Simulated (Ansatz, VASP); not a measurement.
## Nb (Nb wire along [100], 9 atoms a period): VASP beside Ansatz

Wanted: the spread between two codes on one cell, functional and k mesh. Of the first pair: The structure shown is the start of the Ansatz relaxation below; VASP solves that cell, so the two are compared at the walk's first step.

Method: plane waves, with VASP 6.6.1 beside it; single point at PBE, in Ansatz 0.2.0.

## (1) Starting point

The cell holds 9 atoms: 9 Nb. Cell: a = 13.420 Å, b = 13.420 Å, c = 3.310 Å, α = 90.0°, β = 90.0°, γ = 90.0°. Vacuum lies along a and b. The structure's axis is c.

## (2) Ansatz: relaxation, PBE

Ansatz runs on its PAW soft_1 files.

The two programs are compared at the cell with which this relaxation starts, whose forces are those of its first step.

Contents of input.yaml:

```yaml
crystal:
  lattice:
    - [13.42, 0.0, 0.0]
    - [0.0, 13.42, 0.0]
    - [0.0, 0.0, 3.31]
  atoms:
    - { symbol: Nb, position: [0.253353204, 0.5, 0.0] }
    - { symbol: Nb, position: [0.5, 0.253353204, 0.0] }
    - { symbol: Nb, position: [0.5, 0.5, 0.0] }
    - { symbol: Nb, position: [0.5, 0.746646796, 0.0] }
    - { symbol: Nb, position: [0.746646796, 0.5, 0.0] }
    - { symbol: Nb, position: [0.376676602, 0.376676602, 0.5] }
    - { symbol: Nb, position: [0.376676602, 0.623323398, 0.5] }
    - { symbol: Nb, position: [0.623323398, 0.376676602, 0.5] }
    - { symbol: Nb, position: [0.623323398, 0.623323398, 0.5] }
kpoints:
  mp_grid: { grid: [1, 1, 25] }
scf:
  occupations: { method: fermi_dirac, width: 0.05 }
hamiltonian:
  xc: pbe
  pseudopotentials: { kind: paw, azcp: { folder: soft_1 } }
relax:
  cell: { fix: [a, b, alpha, beta, gamma] }
  max_steps: 45
  f_tol: 0.03
```

On the command line:

```sh
> ansatz run input.yaml --threads 4 --pin off --max-ram 16384MiB --backend cpu --events-out ev --progress --plain --runs-dir out
```

Numbers of over 12 decimals in the logs are rounded to 6 here.

The log of the run:

```text
Engine: ansatz 0.2.0, aarch64-unknown-linux-gnu
Pseudopotentials: kind: paw
Pseudopotential: Nb, paw, valence charge 13, recommended cutoff 420 eV (normal), soft_1/Nb.paw.azcp
Functional definition: PBE
  parameter kappa = 0.804
  parameter beta = 0.066725
  exchange = pbe_x(kappa = kappa, mu = beta*pi^2/3)
  correlation = pbe_c(beta = beta)
Crystal: 9 atoms, lattice volume = 596.119 Å³
Basis set: ecut = 420 eV, 11687 PW (Γ), exchange–correlation on 180×180×48 points (8 copies of the dense FFT grid, shifted against one another)
Bands: 71, of which v1, the nominal top of the filled ones, is band 59 counted from 1 (58 counted from 0)
Symmetry: 16 space group operations
Space group: P4/mmm (ITA 123), of the structure as read, at distance tolerance 8.4e-5 Å
k-points: 13 of 25
Non-local potential: Nb, projectors of the file, l = 0: 3, l = 1: 2, l = 2: 2, l = 3: 1
PAW form: soft (Blöchl's): semilocal exchange-correlation on the pseudo side does not see the compensation charge
PAW one-centre angular grid: Nb, 590 points (default); XC on 64 Gauss nodes
Initial density: superposition of atomic densities (neutral atoms: chi_scale 0, normalization atom)
Initial wavefunctions: pseudopotential atomic-orbital guess
Functional: x = pbe(κ = 0.804, μ = 0.219515), c = pbe(β = 0.066725)
SCF iter   1: F=—  HF=-40969.256937 eV  |F-HF|=—  |Δ(HF+E_count)|=         —  Δρ=5.04e-2  dr2=8.32e1  ethr=3.10e-3  ⟨swp⟩=9.8  Hψ=4160  notcnv=0
preconditioner: auto → LDOS  [metal: Δε(μ)=0.007 eV  Ē_g=3.403 eV  σ=0.050 eV  W_gap=0.04  n_scr=78 (ndim 8)  ℏωp=10.2 eV  f_vac=0.538  D(μ)=11.21/eV (n_scr^D=44)  β→1.0]
SCF iter   2: F=—  HF=-40962.688883 eV  |F-HF|=—  |Δ(HF+E_count)|=    6.57e0  Δρ=4.48e-2  dr2=7.23e1  ethr=3.10e-3  ⟨swp⟩=6.5  Hψ=2815  notcnv=0  defer=13
SCF iter   3: F=—  HF=-40958.255946 eV  |F-HF|=—  |Δ(HF+E_count)|=    4.43e0  Δρ=1.03e-2  dr2=4.55e0  ethr=3.10e-3  ⟨swp⟩=5.2  Hψ=2522  notcnv=0  defer=6
SCF iter   4: F=—  HF=-40957.921721 eV  |F-HF|=—  |Δ(HF+E_count)|=   3.34e-1  Δρ=3.40e-3  dr2=4.28e-1  ethr=3.10e-3  ⟨swp⟩=2.5  Hψ=1192  notcnv=0  defer=9
SCF iter   5: F=—  HF=-40957.905336 eV  |F-HF|=—  |Δ(HF+E_count)|=   1.64e-2  Δρ=1.67e-3  dr2=8.16e-2  ethr=3.66e-4  ⟨swp⟩=4.3  Hψ=1587  notcnv=0  defer=10
SCF iter   6: F=—  HF=-40957.901715 eV  |F-HF|=—  |Δ(HF+E_count)|=   3.62e-3  Δρ=7.03e-4  dr2=5.86e-3  ethr=6.97e-5  ⟨swp⟩=2.0  Hψ=1300  notcnv=0  defer=9
SCF iter   7: F=—  HF=-40957.901449 eV  |F-HF|=—  |Δ(HF+E_count)|=   2.65e-4  Δρ=1.86e-4  dr2=4.60e-4  ethr=5.01e-6  ⟨swp⟩=2.5  Hψ=1218  notcnv=0  defer=9
SCF iter   8: F=—  HF=-40957.901536 eV  |F-HF|=—  |Δ(HF+E_count)|=   8.64e-5  Δρ=8.33e-5  dr2=1.43e-4  ethr=3.93e-7  ⟨swp⟩=2.2  Hψ=1290  notcnv=0  defer=9
SCF iter   9: F=—  HF=-40957.901550 eV  |F-HF|=—  |Δ(HF+E_count)|=   1.43e-5  Δρ=2.00e-5  dr2=9.17e-6  ethr=1.22e-7  ⟨swp⟩=2.0  Hψ=1178  notcnv=0  defer=9
SCF iter  10: F=—  HF=-40957.901802 eV  |F-HF|=—  |Δ(HF+E_count)|=   2.52e-4  Δρ=5.65e-6  dr2=4.65e-7  ethr=7.84e-9  ⟨swp⟩=2.5  Hψ=1267  notcnv=0  defer=9
SCF iter  11: F=-40957.901802 eV  HF=-40957.901802 eV  |F-HF|=2.67e-8  |Δ(HF+E_count)|=   1.92e-7  Δρ=2.07e-6  dr2=5.89e-8  ethr=8.55e-11  ⟨swp⟩=6.1  Hψ=3535  notcnv=0
SCF 1 converged in 11 iterations: F = -40957.901802 eV  dr2 = 5.89e-8
  greatest PAW one-centre occupation: 0.998 electrons in one spin orbital (limit 2), on the Nb atom at site 2 (counted from 0), in its partial waves of l = 0
relax step   1: F+E_penalty+E_count = -40957.90180211 eV  Δ(F+E_penalty+E_count) = +0.000e0 eV  max|allowed force component| = 1.838e0 eV/Å  Δτ_max = 0.0000 Å  P = -4.582 GPa  Ω = 596.119 Å³  fix = [a, b, alpha, beta, gamma]  reactions: a -3.839, b -3.839 GPa  (11 SCF iters, dr2 threshold 1.00e-7 eV, accepted)
[...]
relax step   3: F+E_penalty+E_count = -40959.21746621 eV  Δ(F+E_penalty+E_count) = +2.141e-2 eV  max|allowed force component| = 2.823e-1 eV/Å  Δτ_max = 0.1188 Å  P = +0.146 GPa  Ω = 545.267 Å³  energy of the carried Pulay correction = +1.849e-3 eV  fix = [a, b, alpha, beta, gamma]  (8 SCF iters, dr2 threshold 9.00e-7 eV, rejected (line search))
[...]
relax step   4: F+E_penalty+E_count = -40959.34005580 eV  Δ(F+E_penalty+E_count) = -1.012e-1 eV  max|allowed force component| = 1.785e-2 eV/Å  Δτ_max = 0.0553 Å  P = -0.063 GPa  Ω = 561.385 Å³  energy of the carried Pulay correction = +1.245e-3 eV  fix = [a, b, alpha, beta, gamma]  reactions: a -0.047, b -0.047 GPa  (12 SCF iters, accepted)
[...]
relax step   5: F+E_penalty+E_count = -40959.34033504 eV  Δ(F+E_penalty+E_count) = -2.792e-4 eV  max|allowed force component| = 6.863e-3 eV/Å  Δτ_max = 0.0018 Å  P = +0.024 GPa  Ω = 560.895 Å³  energy of the carried Pulay correction = +1.263e-3 eV  fix = [a, b, alpha, beta, gamma]  reactions: a +0.031, b +0.031 GPa  (6 SCF iters, dr2 threshold 2.32e-8 eV, accepted)
[...]
relax step   6: F+E_penalty+E_count = -40959.33919483 eV  Δ(F+E_penalty+E_count) = +1.140e-3 eV  max|allowed force component| = 6.998e-3 eV/Å  Δτ_max = 0.0000 Å  P = +0.024 GPa  Ω = 560.895 Å³  fix = [a, b, alpha, beta, gamma]  reactions: a +0.032, b +0.032 GPa  stress off target by 8.59e-3 GPa on what of the cell is left free  SCF on the basis re-selected at this cell (its energy is not comparable with the rows above)  (6 SCF iters)
basis re-selected at this cell: Δ(F+E_penalty+E_count) = +1.140e-3 eV, ΔP = -0.000 GPa vs the last step (what re-selecting the basis moved, of the pressure what is left beyond the Pulay correction that the steps carried, after the strain that the cell walked since its last selection, with what the two solves' SCF thresholds leave and, on support functions, any second-order correction that the steps lacked; it is no m [...]
SCF converged after 6 iterations
Free energy (F): -40959.339195 eV
Harris-Foulkes:  -40959.339195 eV  (|F-HF|=0.00e0)
Internal energy: -40959.225175 eV  (E = F + TS)
E sigma→0 (E₀):  -40959.282185 eV
Entropy (-TS):   -0.114020 eV (-12.669 meV/atom)
Fermi energy:    2.606978 eV
--- Per-component energies (eV) ---
  E_band       = -2411.820895
  E_kinetic    = 3356.972311
  E_local      = -48294.118181  (includes V_loc(G=0)·N_el)
  E_nonlocal   = 869.391228
  E_hartree    = 22257.768401
  E_xc         = -1482.492724
  E_vxc        = -1793.485693  (∫ρ·V_xc dr)
  E_paw        = -27744.088979  (= ΣΔE_a)
  E_vpaw       = -1066.117582  (= ΣTr[D̂ρ^β])
  E_aug_tail   = 0.000404  (compensation charges beyond the density's cutoff)
  E_ewald      = 10077.342364
  E_smearing   = -0.114020  (= −TS)
  E_closure    = 0.000000  (closes the sum)
  Σ components = -40959.339195   (vs F -40959.339195, Δ=0.00e0)
--- Forces (eV/Å), atoms counted from 1 ---
  atom   1  Nb    -0.00699816     0.00000000     0.00000000
  atom   2  Nb     0.00000000    -0.00699816     0.00000000
  atom   3  Nb    -0.00000000     0.00000000     0.00000000
  atom   4  Nb     0.00000000     0.00699816     0.00000000
  atom   5  Nb     0.00699816    -0.00000000     0.00000000
  atom   6  Nb    -0.00047525    -0.00047525     0.00000000
  atom   7  Nb    -0.00047525     0.00047525     0.00000000
  atom   8  Nb     0.00047525    -0.00047525     0.00000000
  atom   9  Nb     0.00047525     0.00047525     0.00000000
  max |Σ_I F_I| component: 1.95e-18 eV/Å
--- Stress (GPa, compression-positive) ---
        0.031826       0.000000       0.000000
        0.000000       0.031826       0.000000
        0.000000       0.000000       0.008589
  P = ⅓ Tr σ = 0.0241 GPa (0.241 kbar)
--- Relaxed structure (5 steps of the walk, 4 accepted, 1 SCFs on fresh bases) ---
  F+E_penalty+E_count = -40959.33919483 eV   max|allowed force component| = 6.998e-3 eV/Å   (the final SCF, on the basis selected at the relaxed cell)
  cell:  # Å, volume = 560.8947 Å³
    - [13.42, 0.0, 0.0]
    - [0.0, 13.42, 0.0]
    - [0.0, 0.0, 3.114414]
  atoms:
    - { symbol: Nb, position: [0.267840, 0.5, 0.0] }
    - { symbol: Nb, position: [0.5, 0.267840, 0.0] }
    - { symbol: Nb, position: [0.5, 0.5, 0.0] }
    - { symbol: Nb, position: [0.5, 0.732160, 0.0] }
    - { symbol: Nb, position: [0.732160, 0.5, 0.0] }
    - { symbol: Nb, position: [0.376691, 0.376691, 0.500000] }
    - { symbol: Nb, position: [0.376691, 0.623309, 0.500000] }
    - { symbol: Nb, position: [0.623309, 0.376691, 0.500000] }
    - { symbol: Nb, position: [0.623309, 0.623309, 0.500000] }
```

## (3) VASP: single point, PBE, start cell, pair 1

The same cell, functional, mesh and smearing now go to VASP, with its own data sets.

Lines of VASP's logs that name or quote its potential files are left out, and so is its time.

Contents of INCAR:

```
SYSTEM = Nb
PREC = Accurate
ENCUT = 400
EDIFF = 1E-06
NELM = 120
ISMEAR = -1
SIGMA = 0.05
LREAL = .FALSE.
ALGO = Normal
GGA = PE
NBANDS = 72
LASPH = .TRUE.
LORBIT = 11
LWAVE = .FALSE.
LCHARG = .FALSE.
ISIF = 2
GGA_COMPAT = .FALSE.
KPAR = 2
```

Contents of POSCAR:

```
Nb
1.0
   13.4200000000      0.0000000000      0.0000000000
    0.0000000000     13.4200000000      0.0000000000
    0.0000000000      0.0000000000      3.3100000000
Nb
9
Direct
    0.2533532042      0.5000000000      0.0000000000
    0.5000000000      0.2533532042      0.0000000000
    0.5000000000      0.5000000000      0.0000000000
    0.5000000000      0.7466467958      0.0000000000
    0.7466467958      0.5000000000      0.0000000000
    0.3766766021      0.3766766021      0.5000000000
    0.3766766021      0.6233233979      0.5000000000
    0.6233233979      0.3766766021      0.5000000000
    0.6233233979      0.6233233979      0.5000000000
```

Contents of KPOINTS:

```
Automatic mesh
0
Gamma
1 1 25
0 0 0
```

The projector-augmented-wave data sets are Nb_sv (PBE family, release 64).

On the command line:

```sh
> mpirun -np 2 vasp_std
```

The log of the run:

```text
[banner, memory and clock lines left out]
running    2 mpi-ranks, on    1 nodes
 distrk:  each k-point on    1 cores,    2 groups
 distr:  one band on    1 cores,    1 groups

 POSCAR found type information on POSCAR Nb
 POSCAR found :  1 types and       9 ions
 LDA part: xc-table for (Slater+PW92), standard interpolation
 POSCAR, INCAR and KPOINTS ok, starting setup
 FFT: planning ... GRIDC
 FFT: planning ... GRID_SOFT
 FFT: planning ... GRID
 WAVECAR not read
 entering main loop
       N       E                     dE             d eps       ncg     rms          rms(c)
DAV:   1     0.963283422376E+03    0.96328E+03   -0.58441E+04  2656   0.117E+03
DAV:   2     0.409765100603E+02   -0.92231E+03   -0.89255E+03  2296   0.441E+02
DAV:   3    -0.748683273171E+02   -0.11584E+03   -0.11246E+03  3064   0.957E+01
DAV:   4    -0.891345163262E+02   -0.14266E+02   -0.13946E+02  3408   0.315E+01
DAV:   5    -0.903402195965E+02   -0.12057E+01   -0.11868E+01  2992   0.794E+00    0.199E+01
DAV:   6    -0.863992752272E+02    0.39409E+01   -0.10239E+02  3032   0.333E+01    0.166E+01
DAV:   7    -0.813722181207E+02    0.50271E+01   -0.10107E+02  3040   0.251E+01    0.837E+00
DAV:   8    -0.791822428710E+02    0.21900E+01   -0.12919E+01  3016   0.106E+01    0.390E+00
DAV:   9    -0.789997146449E+02    0.18253E+00   -0.23347E+00  3040   0.567E+00    0.270E+00
DAV:  10    -0.789684284282E+02    0.31286E-01   -0.62453E-01  2864   0.344E+00    0.133E+00
DAV:  11    -0.789645600519E+02    0.38684E-02   -0.14631E-01  2912   0.202E+00    0.451E-01
DAV:  12    -0.789681782468E+02   -0.36182E-02   -0.20012E-02  3048   0.741E-01    0.247E-01
DAV:  13    -0.789731350201E+02   -0.49568E-02   -0.44710E-03  2800   0.294E-01    0.999E-02
DAV:  14    -0.789752934752E+02   -0.21585E-02   -0.23506E-03  2848   0.156E-01    0.601E-02
DAV:  15    -0.789764227133E+02   -0.11292E-02   -0.13198E-03  2280   0.116E-01    0.366E-02
DAV:  16    -0.789767557020E+02   -0.33299E-03   -0.36876E-04  2896   0.670E-02    0.208E-02
DAV:  17    -0.789770460609E+02   -0.29036E-03   -0.61713E-05  2424   0.282E-02    0.118E-02
DAV:  18    -0.789772465618E+02   -0.20050E-03   -0.25669E-05  2400   0.169E-02    0.772E-03
DAV:  19    -0.789773551100E+02   -0.10855E-03   -0.13398E-05  2136   0.136E-02    0.708E-03
DAV:  20    -0.789773935411E+02   -0.38431E-04   -0.62579E-06  2000   0.933E-03    0.262E-03
DAV:  21    -0.789774046737E+02   -0.11133E-04   -0.21446E-06  1664   0.452E-03    0.144E-03
DAV:  22    -0.789774053328E+02   -0.65913E-06   -0.65661E-07  1440   0.344E-03
   1 F= -.78977405E+02 E0= -.78923785E+02  d E =-.107241E+00
```

Parts of OUTCAR (step 3):

```text
ion  position               nearest neighbor table
   1  0.253  0.500  0.000-   6 2.87   7 2.87   6 2.87   7 2.87
   2  0.500  0.253  0.000-   6 2.87   8 2.87   6 2.87   8 2.87
   3  0.500  0.500  0.000-   6 2.87   7 2.87   8 2.87   9 2.87   6 2.87   7 2.87   8 2.87   9 2.87

  LATTYP: Found a simple tetragonal cell.
 ALAT       =    13.4200000000
 C/A-ratio  =     0.2466467958

 Subroutine GETGRP returns: Found 16 space group operations
 (whereof 16 operations were pure point group operations)

The static configuration has the point symmetry D_4h.

 Found     13 irreducible k-points:

   k-points           NKPTS =     13   k-points in BZ     NKDIM =     13   number of bands    NBANDS=     72

   dimension x,y,z NGX =    90 NGY =   90 NGZ =   24
   dimension x,y,z NGXF=   180 NGYF=  180 NGZF=   48

   ENCUT  =  400.0 eV  29.40 Ry    5.42 a.u.  21.88 21.88  5.40*2*pi/ulx,y,z

   NELECT =     117.0000    total number of electrons

 k-points in reciprocal lattice and weights: Automatic mesh
   0.00000000  0.00000000  0.00000000       0.040
   0.00000000  0.00000000  0.04000000       0.080
   0.00000000  0.00000000  0.08000000       0.080
   0.00000000  0.00000000  0.12000000       0.080
   0.00000000  0.00000000  0.16000000       0.080
   0.00000000  0.00000000  0.20000000       0.080
   0.00000000  0.00000000  0.24000000       0.080
   0.00000000  0.00000000  0.28000000       0.080
   0.00000000  0.00000000  0.32000000       0.080
   0.00000000  0.00000000  0.36000000       0.080
   0.00000000  0.00000000  0.40000000       0.080
   0.00000000  0.00000000  0.44000000       0.080
   0.00000000  0.00000000  0.48000000       0.080

 average (electrostatic) potential at core
       1 -88.2182       2 -88.2182       3 -87.8188       4 -88.2182       5 -88.2182
       6 -88.0403       7 -88.0403       8 -88.0403       9 -88.0403

 E-fermi :   0.5111

 k-point     1 :       0.0000    0.0000    0.0000
  band No.  band energies     occupation
    ...
     53       0.0543      1.99978
     54       0.0543      1.99978
     55       0.1971      1.99626
     56       0.3230      1.95454
     57       0.3753      1.87599
     58       0.8288      0.00348
     59       0.8936      0.00095
     60       0.8991      0.00085
     61       0.9148      0.00062
     62       0.9148      0.00062
    ...

 k-point     2 :       0.0000    0.0000    0.0400
  band No.  band energies     occupation
    ...
     53       0.0180      1.99990
     54       0.0180      1.99990
     55       0.2805      1.98033
     56       0.3372      1.94012
     57       0.3459      1.92918
     58       0.8323      0.00324
     59       0.8530      0.00214
     60       0.9292      0.00047
     61       0.9398      0.00038
     62       0.9398      0.00038
    ...

 k-point     3 :       0.0000    0.0000    0.0800
  band No.  band energies     occupation
    ...
     52      -0.3154      2.00000
     53      -0.0718      1.99998
     54      -0.0718      1.99998
     55       0.1011      1.99945
     56       0.3785      1.86817
     57       0.5685      0.48170
     58       0.6599      0.09699
     59       0.7429      0.01921
     60       0.9237      0.00052
     61       0.9237      0.00052
    ...

  Total      -15.1785596    -15.1785596    -23.4944093      0.0000000      0.0000000      0.0000000
  in kB      -40.7951109    -40.7951109    -63.1454535      0.0000000      0.0000000      0.0000000
  external PRESSURE =     -48.2452251 kB  Pullay stress =       0.0000000 kB

  energy-cutoff  :      400.00
  volume of cell :      596.12
      direct lattice vectors                 reciprocal lattice vectors
    13.420000000  0.000000000  0.000000000     0.074515648  0.000000000  0.000000000
     0.000000000 13.420000000  0.000000000     0.000000000  0.074515648  0.000000000
     0.000000000  0.000000000  3.310000000     0.000000000  0.000000000  0.302114804

 POSITION                                       TOTAL-FORCE (eV/Angst)
 -----------------------------------------------------------------------------------
      3.40000      6.71000      0.00000         1.847288     -0.000000     -0.000000
      6.71000      3.40000      0.00000        -0.000000      1.847288     -0.000000
      6.71000      6.71000      0.00000         0.000000      0.000000     -0.000000
      6.71000     10.02000      0.00000         0.000000     -1.847288      0.000000
     10.02000      6.71000      0.00000        -1.847288      0.000000     -0.000000
      5.05500      5.05500      1.65500         0.314513      0.314513     -0.000000
      5.05500      8.36500      1.65500         0.314513     -0.314513      0.000000
      8.36500      5.05500      1.65500        -0.314513      0.314513     -0.000000
      8.36500      8.36500      1.65500        -0.314513     -0.314513     -0.000000
 -----------------------------------------------------------------------------------
    total drift:                                0.000000      0.000000     -0.000000

  FREE ENERGIE OF THE ION-ELECTRON SYSTEM (eV)
  ---------------------------------------------------
  free  energy   TOTEN  =       -78.9774053328 eV

  energy  without entropy=      -78.8701639059  energy(sigma->0) =      -78.92378462

 total charge
# of ion       s       p       d       tot
------------------------------------------
    1        2.219   5.915   2.511  10.645
    2        2.219   5.915   2.511  10.645
    3        2.215   6.017   2.423  10.656
    4        2.219   5.915   2.511  10.645
    5        2.219   5.915   2.511  10.645
    6        2.209   5.974   2.435  10.618
    7        2.209   5.974   2.435  10.618
    8        2.209   5.974   2.435  10.618
    9        2.209   5.974   2.435  10.618
--------------------------------------------------
tot         19.925  53.575  22.209  95.710

[... 3 further parts left out ...]
```

This run has no spin polarisation. Its electron count is odd, so without a moment it is a metal by construction.

## (4) Differences

Known differences besides the potentials themselves: the cutoff is 420 eV in Ansatz and 400 eV in VASP. Total energies have different zeros and are not compared.

Forces (eV/Å; atoms numbered as in POSCAR):

| atom | Ansatz x, y, z | VASP x, y, z |
| --- | --- | --- |
| Nb1 | 1.838, 0.000, 0.000 | 1.847, 0.000, 0.000 |
| Nb2 | 0.000, 1.838, 0.000 | 0.000, 1.847, 0.000 |
| Nb3 | 0.000, 0.000, 0.000 | 0.000, 0.000, 0.000 |
| Nb4 | 0.000, -1.838, 0.000 | 0.000, -1.847, 0.000 |
| Nb5 | -1.838, 0.000, 0.000 | -1.847, 0.000, 0.000 |
| Nb6 | 0.308, 0.308, 0.000 | 0.315, 0.315, 0.000 |
| Nb7 | 0.308, -0.308, 0.000 | 0.315, -0.315, 0.000 |
| Nb8 | -0.308, 0.308, 0.000 | -0.315, 0.315, 0.000 |
| Nb9 | -0.308, -0.308, 0.000 | -0.315, -0.315, 0.000 |

The forces differ by 5.0 meV/Å r.m.s., which is 0.7 % of the r.m.s. force of 0.731 eV/Å (both taken over all components).

(Part 1 of 2 ends here.)

[Lines on the potential files, build, host, timing and source positions are cut from VASP's logs without a mark.]

[Logs are printed without paths, hosts, clocks, repeated set-up lines and the standing remarks that a program may print on its own settings, such as how far it seeks lower states.]

[Hosts, paths, dates, database ids (printed as entryN), source tags and the programs' standing remarks are cut or masked in the printed files.]
